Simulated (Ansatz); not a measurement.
# Aluminium, diamond under r²SCAN: structure, energy and stiffness, part 2 of 2

What does r²SCAN give for aluminium in the diamond structure? We relax it, solve it on a dense k-mesh, switch on spin-orbit coupling, then scale the cell to 7 volumes from 88 to 112 % of the relaxed one and try a fit of the equation of state. The k-meshes are 10×10×10 for the relaxation; 15×15×15 for the dense run; 9×9×9 for spin-orbit coupling; 10×10×10 for the volumes.

Ansatz 0.2.0; DFT, r2SCAN, plane waves (500 eV) with PAW, scalar-relativistic. Earlier steps stand in the parts before.

## 4. With spin-orbit coupling

This is Al in the diamond structure; at room conditions it is fcc.

input.yaml

```yaml
crystal:
  lattice:
    - [0.0, 3.0137355251, 3.0137355251]
    - [3.0137355251, 0.0, 3.0137355251]
    - [3.0137355251, 3.0137355251, 0.0]
  atoms:
    - { symbol: Al, position: [0.125, 0.125, 0.125] }
    - { symbol: Al, position: [0.875, 0.875, 0.875] }
hamiltonian:
  xc: r2scan
  pseudopotentials:
    kind: paw_fr
    azcp:
      Al: "pseudopotentials/Al.paw.azcp"
basis:
  ecutwfc: 500
  fft_grid_basis: typed
kpoints:
  mp_grid: { grid: [9, 9, 9], shift: [0, 0, 0] }
magnetization:
  noncollinear: true
  spin_orbit: true
scf:
  occupations: { method: fermi_dirac, width: 0.1 }
output:
  write_density: true
  write_potential: true
  elf: true
  volumetric_format: npy
```

Command:

```console
> ansatz run input.yaml --threads 1 --pin off --max-ram 3584MiB --backend cpu --events-out ev --progress --plain --runs-dir out
```

The log of the run:

```text
Engine: ansatz 0.2.0, x86_64-unknown-linux-gnu
Pseudopotentials: kind: paw_fr
Pseudopotential: Al, paw_fr, valence charge 3, recommended cutoff 500 eV (meta_gga), <dir>
Functional definition: r2SCAN
  parameter k0 = 0.174
  parameter k1 = 0.065
  parameter a1 = 4.9479
  exchange = r2scan_x(k0 = k0, k1 = k1, a1 = a1)
  correlation = r2scan_c
non-collinear run that drives no moment, with spin-orbit: no starting moment large enough to seed its density (crystal.atoms[].spin), no starting occupations that ask for one, no magnetisation constraint and no magnetic field, so the semilocal B_xc is pinned to zero
Crystal: 2 atoms, lattice volume = 54.745 Å³
Basis set: ecut = 500 eV, 1411 PW (Γ), exchange–correlation on 128×128×128 points (64 copies of the dense FFT grid, shifted against one another)
Bands: 14, of which v1, the nominal top of the filled ones, is band 6 counted from 1 (5 counted from 0)
Symmetry: 48 space group operations + 48 with time reversal
Magnetic group: BNS 227.129 (UNI 1631), of the structure as read, at distance tolerance 3.8e-5 Å
k-points: 35 of 729
Projection manifold: j_resolved (fully-relativistic pseudo-atomic orbitals)
Non-local potential: Al, projectors of the file, l = 0: 2, l = 1: 4, l = 2: 2
PAW form: soft (Blöchl's): semilocal exchange-correlation on the pseudo side does not see the compensation charge
PAW frozen core: Al, regenerated for the run's functional (the file was generated under x = pbe(κ = 0.804, μ = 0.2195149727645171), c = pbe(β = 0.06672455060314922))
PAW one-centre angular grid: Al, 302 points (default); XC on 224 Gauss nodes
Initial density: superposition of atomic densities (chi_scale 0.1, normalization cell)
Initial wavefunctions: pseudopotential atomic-orbital guess
Functional: x = r2scan, c = r2scan; τ floored in thin density (d = 2e-4 eV/Å³)
iter 1 solved again at ethr=2.23e-3 eV; its pass at ethr=3.10e-3 eV (dr2=1.34e-1 eV) is discarded
SCF iter   1: F=—  HF=-1078.865007 eV  |F-HF|=—  |Δ(HF+E_count)|=         —  Δρ=1.73e-2  dr2=1.34e-1  dr2_τ=1.10e-3  dr2_m=0.00e0 (ungated)  ethr=2.23e-3  |M|=0.00e0 ∫|m|=0.00e0 μB  |m|>n=0.0e0 m-floor=0.0e0 τ_xc=0.0e0  β_m=0.30  ⟨swp⟩=1.2  Hψ=2265  notcnv=0
preconditioner: auto → none  [metal: Δε(μ)=0.111 eV  Ē_g=7.392 eV  σ=0.100 eV  W_gap=0.27  n_scr=8 (ndim 8)  ℏωp=12.3 eV  f_vac=0.000  D(μ)=1.41/eV (n_scr^D=14)  sad-step TF]
SCF iter   2: F=—  HF=-1078.895163 eV  |F-HF|=—  |Δ(HF+E_count)|=   3.02e-2  Δρ=1.36e-2  dr2=8.36e-2  dr2_τ=1.11e-4  dr2_m=0.00e0 (ungated)  ethr=2.23e-3  |M|=0.00e0 ∫|m|=0.00e0 μB  |m|>n=0.0e0 m-floor=0.0e0 τ_xc=0.0e0  β_m=0.63  ⟨swp⟩=1.7  Hψ=269  notcnv=0
SCF iter   3: F=—  HF=-1078.916506 eV  |F-HF|=—  |Δ(HF+E_count)|=   2.13e-2  Δρ=1.17e-3  dr2=1.22e-3  dr2_τ=5.56e-7  dr2_m=0.00e0 (ungated)  ethr=1.39e-3  |M|=0.00e0 ∫|m|=0.00e0 μB  |m|>n=0.0e0 m-floor=0.0e0 τ_xc=0.0e0  β_m=0.73  ⟨swp⟩=3.0  Hψ=480  notcnv=0  defer=2
SCF iter   4: F=—  HF=-1078.916737 eV  |F-HF|=—  |Δ(HF+E_count)|=   2.31e-4  Δρ=1.49e-4  dr2=1.49e-5  dr2_τ=6.16e-8  dr2_m=0.00e0 (ungated)  ethr=2.04e-5  |M|=0.00e0 ∫|m|=0.00e0 μB  |m|>n=0.0e0 m-floor=0.0e0 τ_xc=0.0e0  β_m=0.80  ⟨swp⟩=1.9  Hψ=310  notcnv=0  defer=2
SCF iter   5: F=—  HF=-1078.916780 eV  |F-HF|=—  |Δ(HF+E_count)|=   4.31e-5  Δρ=2.33e-5  dr2=1.89e-7  dr2_τ=6.03e-10  dr2_m=0.00e0 (ungated)  ethr=2.48e-7  |M|=0.00e0 ∫|m|=0.00e0 μB  |m|>n=0.0e0 m-floor=0.0e0 τ_xc=0.0e0  β_m=0.90  ⟨swp⟩=2.1  Hψ=349  notcnv=0  defer=2
SCF iter   6: F=-1078.916781 eV  HF=-1078.916781 eV  |F-HF|=6.96e-10  |Δ(HF+E_count)|=   7.85e-7  Δρ=2.37e-6  dr2=3.59e-9  dr2_τ=2.95e-12  dr2_m=0.00e0 (ungated)  ethr=1.67e-9  |M|=0.00e0 ∫|m|=0.00e0 μB  |m|>n=0.0e0 m-floor=0.0e0 τ_xc=0.0e0  ⟨swp⟩=4.2  Hψ=1094  notcnv=0
SCF 1 converged in 6 iterations: F = -1078.916781 eV  dr2 = 3.59e-9
SCF converged after 6 iterations
Magnetization: |M| = 0.0000 μB,  M = (+0.0000, +0.0000, +0.0000) μB
Absolute magnetization: 0.0000 μB (∫|m|)
  site 0: m = (+0.0000, +0.0000, +0.0000) μB, |m| = 0.0000 μB  (R = 1.08 Å)
  site 1: m = (+0.0000, +0.0000, +0.0000) μB, |m| = 0.0000 μB  (R = 1.08 Å)
Free energy (F): -1078.916781 eV
Harris-Foulkes:  -1078.916781 eV  (|F-HF|=6.96e-10)
Internal energy: -1078.869146 eV  (E = F + TS)
E sigma→0 (E₀):  -1078.892964 eV
Entropy (-TS):   -0.047634 eV (-23.817 meV/atom)
Fermi energy:    2.757858 eV
--- Per-component energies (eV) ---
  E_band       = -3.256740
  E_kinetic    = 40.284095
  E_local      = -14.122709  (includes V_loc(G=0)·N_el)
  E_nonlocal   = 21.262580
  E_hartree    = 5.404390
  E_xc         = -69.617817
  E_vxc        = -56.607708  (∫ρ·V_xc dr)
  E_paw        = -946.137970  (= ΣΔE_a)
  E_vpaw       = -7.063304  (= ΣTr[D̂ρ^β])
  E_aug_tail   = -0.000001  (compensation charges beyond the density's cutoff)
  E_vtau       = 2.181324  (kinetic-family band-sum trace: ∫τ·v_τ [+ j·A + Jᵃ·Aᵃ] dr)
  E_ewald      = -115.821683
  E_core_change = -0.120032  (= ΣΔE_core)
  E_smearing   = -0.047634  (= −TS)
  E_closure    = -0.000000  (closes the sum)
  Σ components = -1078.916781   (vs F -1078.916781, Δ=0.00e0)
--- Band table (eV; the first three rows and the last of 35) ---
  k-point 0: bands = ["-5.5586", "-5.5586", "4.9826", "4.9826", "5.0124", "5.0124", "5.0124", "5.0124", "6.9344", "6.9344", "6.9549", "6.9549", "6.9549", "6.9549"]
  k-point 1: bands = ["-5.4135", "-5.4135", "3.8042", "3.8042", "4.7544", "4.7544", "4.7738", "4.7738", "7.1254", "7.1254", "7.2834", "7.2834", "7.2974", "7.2974"]
  k-point 2: bands = ["-4.9853", "-4.9853", "1.9447", "1.9447", "4.3571", "4.3571", "4.3765", "4.3765", "6.8914", "6.8914", "7.7237", "7.7237", "7.7366", "7.7366"]
  k-point 34: bands = ["-2.1651", "-2.1651", "-1.1229", "-1.1229", "1.1004", "1.1004", "1.6932", "1.6932", "7.9756", "7.9756", "8.0171", "8.0171", "8.8788", "8.8788"]
```

Wall time 20 s (1 thread of Intel Xeon Platinum 8259CL at 2.50GHz (Skylake/Cascade Lake), shared host); peak memory 0.59 GiB.

Side by side:

```
                          scalar-relativistic      with spin-orbit coupling
         k-mesh                      15×15×15                         9×9×9
gap on the mesh  none (levels filled in part)  none (levels filled in part)
```

The meshes differ, so small differences between the columns need not come from spin-orbit coupling.

Axes a, b and c in the maps are those of this run's conventional cell (a, b, c = 6.027, 6.027, 6.027 Å).

Density in a lattice plane of the grid's cell (edges 6.03 and 6.03 Å, at 0.125 of the third edge), which holds Al.

Values in e/Å³, 12 rows by 12 columns:
```
0.13 0.14 0.14 0.13 0.11 0.09 0.08 0.07 0.07 0.08 0.09 0.11
0.08 0.07 0.07 0.08 0.09 0.11 0.13 0.14 0.14 0.13 0.11 0.09
0.05 0.03 0.03 0.05 0.08 0.13 0.20 0.18 0.18 0.20 0.13 0.08
0.03 0.02 0.02 0.03 0.07 0.14 0.18 0.08 0.08 0.18 0.14 0.07
0.03 0.02 0.02 0.03 0.07 0.14 0.18 0.08 0.08 0.18 0.14 0.07
0.05 0.03 0.03 0.05 0.08 0.13 0.20 0.18 0.18 0.20 0.13 0.08
0.08 0.07 0.07 0.08 0.09 0.11 0.13 0.14 0.14 0.13 0.11 0.09
0.13 0.14 0.14 0.13 0.11 0.09 0.08 0.07 0.07 0.08 0.09 0.11
0.20 0.18 0.18 0.20 0.13 0.08 0.05 0.03 0.03 0.05 0.08 0.13
0.18 0.08 0.08 0.18 0.14 0.07 0.03 0.02 0.02 0.03 0.07 0.14
0.18 0.08 0.08 0.18 0.14 0.07 0.03 0.02 0.02 0.03 0.07 0.14
0.20 0.18 0.18 0.20 0.13 0.08 0.05 0.03 0.03 0.05 0.08 0.13
```
Columns run along the first of these edges and rows up along the second, over one cell in 12 and 12 even steps from the bottom left corner. Atoms in the plane (fractional): Al at (0.12, 0.12), Al at (0.62, 0.62).

ELF in the same plane.

Values, 12 rows by 12 columns:
```
0.68 0.65 0.65 0.68 0.59 0.47 0.41 0.36 0.36 0.41 0.47 0.59
0.41 0.35 0.36 0.41 0.47 0.59 0.68 0.65 0.65 0.68 0.59 0.47
0.18 0.10 0.10 0.18 0.41 0.68 0.78 0.53 0.52 0.79 0.68 0.41
0.10 0.04 0.04 0.10 0.36 0.65 0.53 0.14 0.14 0.52 0.65 0.36
0.10 0.04 0.04 0.10 0.35 0.65 0.52 0.17 0.14 0.53 0.65 0.36
0.18 0.10 0.10 0.18 0.41 0.68 0.79 0.52 0.53 0.78 0.68 0.41
0.41 0.36 0.36 0.41 0.47 0.59 0.68 0.65 0.65 0.68 0.59 0.47
0.68 0.65 0.65 0.68 0.59 0.47 0.41 0.35 0.36 0.41 0.47 0.59
0.78 0.53 0.52 0.79 0.68 0.41 0.18 0.10 0.10 0.18 0.41 0.68
0.53 0.14 0.14 0.52 0.65 0.36 0.10 0.04 0.04 0.10 0.36 0.65
0.52 0.17 0.14 0.53 0.65 0.36 0.10 0.04 0.04 0.10 0.35 0.65
0.79 0.52 0.53 0.78 0.68 0.41 0.18 0.10 0.10 0.18 0.41 0.68
```
Columns run along the first of these edges and rows up along the second, over one cell in 12 and 12 even steps from the bottom left corner. Atoms in the plane (fractional): Al at (0.12, 0.12), Al at (0.62, 0.62).

Both are smooth fields of the valence electrons: close to the nuclei they are not physical.

Outside the cores ELF peaks at 0.92 on the Al–Al line, 1.3 Å from Al.

## 5. Volume × 0.88

input.yaml

```yaml
crystal:
  lattice:
    - [0.0, 2.8880144478, 2.8880144478]
    - [2.8880144478, 0.0, 2.8880144478]
    - [2.8880144478, 2.8880144478, 0.0]
  atoms:
    - { symbol: Al, position: [0.125, 0.125, 0.125] }
    - { symbol: Al, position: [0.875, 0.875, 0.875] }
hamiltonian:
  xc: r2scan
  pseudopotentials:
    kind: paw
    azcp:
      Al: "pseudopotentials/Al.paw.azcp"
basis:
  ecutwfc: 500
  fft_grid_basis: typed
kpoints:
  mp_grid: { grid: [10, 10, 10], shift: [0, 0, 0] }
magnetization:
  spin_polarized: false
scf:
  occupations: { method: fermi_dirac, width: 0.1 }
  lower_state_search: "off"
output:
  stress: true
```

Command:

```console
> ansatz run input.yaml --threads 1 --pin off --max-ram 3584MiB --backend cpu --events-out ev --progress --plain --runs-dir out
```

The log of the run (excerpt; [...] marks lines left out):

```text
[...]
Pseudopotentials: kind: paw
Pseudopotential: Al, paw, valence charge 3, recommended cutoff 500 eV (meta_gga), <dir>
Functional definition: r2SCAN
[...]
Crystal: 2 atoms, lattice volume = 48.176 Å³
Basis set: ecut = 500 eV, 1243 PW (Γ), exchange–correlation on 120×120×120 points (64 copies of the dense FFT grid, shifted against one another)
[...]
SCF converged after 6 iterations
Free energy (F): -1079.099883 eV
[...]
E sigma→0 (E₀):  -1079.080375 eV
Entropy (-TS):   -0.039015 eV (-19.508 meV/atom)
Fermi energy:    3.608391 eV
[...]
--- Stress (GPa, compression-positive) ---
        6.693114       0.000000       0.000000
       -0.000000       6.693114      -0.000000
       -0.000000       0.000000       6.693114
  P = ⅓ Tr σ = 6.6931 GPa (66.931 kbar)
```

Run time: 5.3 s. Hardware: 1 thread of Intel Xeon Platinum 8259CL at 2.50GHz (Skylake/Cascade Lake), shared host; peak memory 0.59 GiB.

## 6. Volume × 0.92

Edit input.yaml of step 5 so:

```diff
@@ -2,5 +2,5 @@
   lattice:
-    - [0.0, 2.8880144478, 2.8880144478]
-    - [2.8880144478, 0.0, 2.8880144478]
-    - [2.8880144478, 2.8880144478, 0.0]
+    - [0.0, 2.9311254969, 2.9311254969]
+    - [2.9311254969, 0.0, 2.9311254969]
+    - [2.9311254969, 2.9311254969, 0.0]
   atoms:
```

Command:

```console
> ansatz run input.yaml --threads 1 --pin off --max-ram 3584MiB --backend cpu --events-out ev --progress --plain --runs-dir out
```

The log of the run (excerpt; [...] marks lines left out):

```text
[...]
Pseudopotentials: kind: paw
Pseudopotential: Al, paw, valence charge 3, recommended cutoff 500 eV (meta_gga), <dir>
Functional definition: r2SCAN
[...]
Crystal: 2 atoms, lattice volume = 50.366 Å³
Basis set: ecut = 500 eV, 1243 PW (Γ), exchange–correlation on 128×128×128 points (64 copies of the dense FFT grid, shifted against one another)
[...]
SCF converged after 6 iterations
Free energy (F): -1079.172321 eV
[...]
E sigma→0 (E₀):  -1079.151808 eV
Entropy (-TS):   -0.041027 eV (-20.514 meV/atom)
Fermi energy:    3.297643 eV
[...]
--- Stress (GPa, compression-positive) ---
        3.997762      -0.000000       0.000000
       -0.000000       3.997762       0.000000
        0.000000       0.000000       3.997762
  P = ⅓ Tr σ = 3.9978 GPa (39.978 kbar)
```

It took 3.3 s on 1 thread of Intel Xeon Platinum 8259CL at 2.50GHz (Skylake/Cascade Lake), shared host; peak memory 0.61 GiB.

## 7. Volume × 0.96

Edit input.yaml of step 6 so:

```diff
@@ -2,5 +2,5 @@
   lattice:
-    - [0.0, 2.9311254969, 2.9311254969]
-    - [2.9311254969, 0.0, 2.9311254969]
-    - [2.9311254969, 2.9311254969, 0.0]
+    - [0.0, 2.9730043763, 2.9730043763]
+    - [2.9730043763, 0.0, 2.9730043763]
+    - [2.9730043763, 2.9730043763, 0.0]
   atoms:
```

Command:

```console
> ansatz run input.yaml --threads 1 --pin off --max-ram 3584MiB --backend cpu --events-out ev --progress --plain --runs-dir out
```

The log of the run (excerpt; [...] marks lines left out):

```text
[...]
Pseudopotentials: kind: paw
Pseudopotential: Al, paw, valence charge 3, recommended cutoff 500 eV (meta_gga), <dir>
Functional definition: r2SCAN
[...]
Crystal: 2 atoms, lattice volume = 52.555 Å³
Basis set: ecut = 500 eV, 1363 PW (Γ), exchange–correlation on 128×128×128 points (64 copies of the dense FFT grid, shifted against one another)
[...]
SCF converged after 6 iterations
Free energy (F): -1079.211418 eV
[...]
E sigma→0 (E₀):  -1079.189764 eV
Entropy (-TS):   -0.043308 eV (-21.654 meV/atom)
Fermi energy:    3.011800 eV
[...]
--- Stress (GPa, compression-positive) ---
        1.797667       0.000000      -0.000000
        0.000000       1.797667      -0.000000
        0.000000      -0.000000       1.797667
  P = ⅓ Tr σ = 1.7977 GPa (17.977 kbar)
```

Run time: 5.8 s. Hardware: 1 thread of Intel Xeon Platinum 8259CL at 2.50GHz (Skylake/Cascade Lake), shared host; peak memory 0.63 GiB.

## 8. Volume × 1.0

Edit input.yaml of step 7 so:

```diff
@@ -2,5 +2,5 @@
   lattice:
-    - [0.0, 2.9730043763, 2.9730043763]
-    - [2.9730043763, 0.0, 2.9730043763]
-    - [2.9730043763, 2.9730043763, 0.0]
+    - [0.0, 3.0137355251, 3.0137355251]
+    - [3.0137355251, 0.0, 3.0137355251]
+    - [3.0137355251, 3.0137355251, 0.0]
   atoms:
```

Command:

```console
> ansatz run input.yaml --threads 1 --pin off --max-ram 3584MiB --backend cpu --events-out ev --progress --plain --runs-dir out
```

The log of the run (excerpt; [...] marks lines left out):

```text
[...]
Pseudopotentials: kind: paw
Pseudopotential: Al, paw, valence charge 3, recommended cutoff 500 eV (meta_gga), <dir>
Functional definition: r2SCAN
[...]
Crystal: 2 atoms, lattice volume = 54.745 Å³
Basis set: ecut = 500 eV, 1411 PW (Γ), exchange–correlation on 128×128×128 points (64 copies of the dense FFT grid, shifted against one another)
[...]
SCF converged after 6 iterations
Free energy (F): -1079.223319 eV
[...]
E sigma→0 (E₀):  -1079.200445 eV
Entropy (-TS):   -0.045746 eV (-22.873 meV/atom)
Fermi energy:    2.747616 eV
[...]
--- Stress (GPa, compression-positive) ---
        0.005066      -0.000000      -0.000000
       -0.000000       0.005066      -0.000000
       -0.000000      -0.000000       0.005066
  P = ⅓ Tr σ = 0.0051 GPa (0.051 kbar)
```

Run time: 4.9 s. Hardware: 1 thread of Intel Xeon Platinum 8259CL at 2.50GHz (Skylake/Cascade Lake), shared host; peak memory 0.62 GiB.

## 9. Volume × 1.04

Edit input.yaml of step 8 so:

```diff
@@ -2,5 +2,5 @@
   lattice:
-    - [0.0, 3.0137355251, 3.0137355251]
-    - [3.0137355251, 0.0, 3.0137355251]
-    - [3.0137355251, 3.0137355251, 0.0]
+    - [0.0, 3.0533944879, 3.0533944879]
+    - [3.0533944879, 0.0, 3.0533944879]
+    - [3.0533944879, 3.0533944879, 0.0]
   atoms:
@@ -26 +26,5 @@
   stress: true
+  write_density: true
+  write_potential: true
+  elf: true
+  volumetric_format: npy
```

Command:

```console
> ansatz run input.yaml --threads 1 --pin off --max-ram 3584MiB --backend cpu --events-out ev --progress --plain --runs-dir out
```

The log of the run (excerpt; [...] marks lines left out):

```text
[...]
Pseudopotentials: kind: paw
Pseudopotential: Al, paw, valence charge 3, recommended cutoff 500 eV (meta_gga), <dir>
Functional definition: r2SCAN
[...]
Crystal: 2 atoms, lattice volume = 56.935 Å³
Basis set: ecut = 500 eV, 1459 PW (Γ), exchange–correlation on 128×128×128 points (64 copies of the dense FFT grid, shifted against one another)
[...]
Free energy (F): -1079.213087 eV
[...]
E sigma→0 (E₀):  -1079.189022 eV
Entropy (-TS):   -0.048130 eV (-24.065 meV/atom)
Fermi energy:    2.502632 eV
[...]
--- Stress (GPa, compression-positive) ---
       -1.451937      -0.000000       0.000000
       -0.000000      -1.451937       0.000000
       -0.000000      -0.000000      -1.451937
  P = ⅓ Tr σ = -1.4519 GPa (-14.519 kbar)
--- Band table (eV; the first three rows and the last of 47) ---
  k-point 0: bands = ["-5.6353", "4.6815", "4.6815", "4.6815", "6.6217", "6.6217", "6.6217"]
[...]
```

Run time: 5.3 s. Hardware: 1 thread of Intel Xeon Platinum 8259CL at 2.50GHz (Skylake/Cascade Lake), shared host; peak memory 0.63 GiB.

## 10. Volume × 1.08

Edit input.yaml of step 9 so:

```diff
@@ -2,5 +2,5 @@
   lattice:
-    - [0.0, 3.0533944879, 3.0533944879]
-    - [3.0533944879, 0.0, 3.0533944879]
-    - [3.0533944879, 3.0533944879, 0.0]
+    - [0.0, 3.0920491545, 3.0920491545]
+    - [3.0920491545, 0.0, 3.0920491545]
+    - [3.0920491545, 3.0920491545, 0.0]
   atoms:
@@ -26,5 +26 @@
   stress: true
-  write_density: true
-  write_potential: true
-  elf: true
-  volumetric_format: npy
```

Command:

```console
> ansatz run input.yaml --threads 1 --pin off --max-ram 3584MiB --backend cpu --events-out ev --progress --plain --runs-dir out
```

The log of the run (excerpt; [...] marks lines left out):

```text
[...]
Pseudopotentials: kind: paw
Pseudopotential: Al, paw, valence charge 3, recommended cutoff 500 eV (meta_gga), <dir>
Functional definition: r2SCAN
[...]
Crystal: 2 atoms, lattice volume = 59.125 Å³
Basis set: ecut = 500 eV, 1459 PW (Γ), exchange–correlation on 128×128×128 points (64 copies of the dense FFT grid, shifted against one another)
[...]
SCF converged after 6 iterations
Free energy (F): -1079.184880 eV
[...]
E sigma→0 (E₀):  -1079.159752 eV
Entropy (-TS):   -0.050257 eV (-25.129 meV/atom)
Fermi energy:    2.275158 eV
[...]
--- Stress (GPa, compression-positive) ---
       -2.634459       0.000000       0.000000
        0.000000      -2.634459      -0.000000
        0.000000       0.000000      -2.634459
  P = ⅓ Tr σ = -2.6345 GPa (-26.345 kbar)
```

Run time: 4.4 s. Hardware: 1 thread of Intel Xeon Platinum 8259CL at 2.50GHz (Skylake/Cascade Lake), shared host; peak memory 0.63 GiB.

## 11. Volume × 1.12

Edit input.yaml of step 10 so:

```diff
@@ -2,5 +2,5 @@
   lattice:
-    - [0.0, 3.0920491545, 3.0920491545]
-    - [3.0920491545, 0.0, 3.0920491545]
-    - [3.0920491545, 3.0920491545, 0.0]
+    - [0.0, 3.1297607877, 3.1297607877]
+    - [3.1297607877, 0.0, 3.1297607877]
+    - [3.1297607877, 3.1297607877, 0.0]
   atoms:
```

Command:

```console
> ansatz run input.yaml --threads 1 --pin off --max-ram 3584MiB --backend cpu --events-out ev --progress --plain --runs-dir out
```

The log of the run (excerpt; [...] marks lines left out):

```text
[...]
Pseudopotentials: kind: paw
Pseudopotential: Al, paw, valence charge 3, recommended cutoff 500 eV (meta_gga), <dir>
Functional definition: r2SCAN
[...]
Crystal: 2 atoms, lattice volume = 61.315 Å³
Basis set: ecut = 500 eV, 1471 PW (Γ), exchange–correlation on 144×144×144 points (64 copies of the dense FFT grid, shifted against one another)
[...]
SCF converged after 6 iterations
Free energy (F): -1079.142094 eV
[...]
E sigma→0 (E₀):  -1079.116049 eV
Entropy (-TS):   -0.052090 eV (-26.045 meV/atom)
Fermi energy:    2.063892 eV
[...]
--- Stress (GPa, compression-positive) ---
       -3.592878      -0.000000       0.000000
        0.000000      -3.592878       0.000000
       -0.000000       0.000000      -3.592878
  P = ⅓ Tr σ = -3.5929 GPa (-35.929 kbar)
```

It took 4.9 s on 1 thread of Intel Xeon Platinum 8259CL at 2.50GHz (Skylake/Cascade Lake), shared host; peak memory 0.69 GiB.

## 12. Fitting the volumes

The cell was scaled evenly, with its shape and the fractional positions fixed.

```csv
V (Å³/atom),E − E₀ (meV/atom),P from the stress (GPa),P from the fit (GPa)
24.088,60.0,6.69,6.65
25.183,24.3,4.00,3.91
26.278,5.3,1.80,1.71
27.373,0.0,0.01,-0.08
28.467,5.7,-1.45,-1.53
29.562,20.3,-2.63,-2.71
30.657,42.2,-3.59,-3.66
```

A third-order Birch-Murnaghan fit gives V₀ = 27.317 Å³/atom, B₀ = 40 GPa and B₀′ = 4.2; it misses no point by more than 0.03 meV/atom.

The fit is made to E(σ → 0), while the stress belongs to the free energy F; that is one source of the offset between the two pressures.

## 13. What came out

What follows sums up all 2 parts.

```
                      quantity                         value
space group (spins left aside)               Fd-3m (No. 227)
             conventional cell                   a = 6.027 Å
                        volume                27.373 Å³/atom
             shortest distance                       2.610 Å
               gap on the mesh  none (levels filled in part)
               relative to fcc                 +814 meV/atom
                   V₀, B₀, B₀′   27.317 Å³/atom, 40 GPa, 4.2
```

**Reading.** From the guessed start the volume grew by 22.1 % in 6 steps. It lies 814 meV/atom above the element's reference form at the same level (fcc, from a run of its own), so it is far from stable. Levels at the Fermi energy are filled in part, as in a metal. The total energy of the spin-orbit run lies +0.15 eV/atom from the scalar one, but the two kinds of run don't share a zero of energy: only differences within one kind count. B₀ comes out at 40 GPa. The symmetry was held, so the structure may be unstable against distortions that break it.
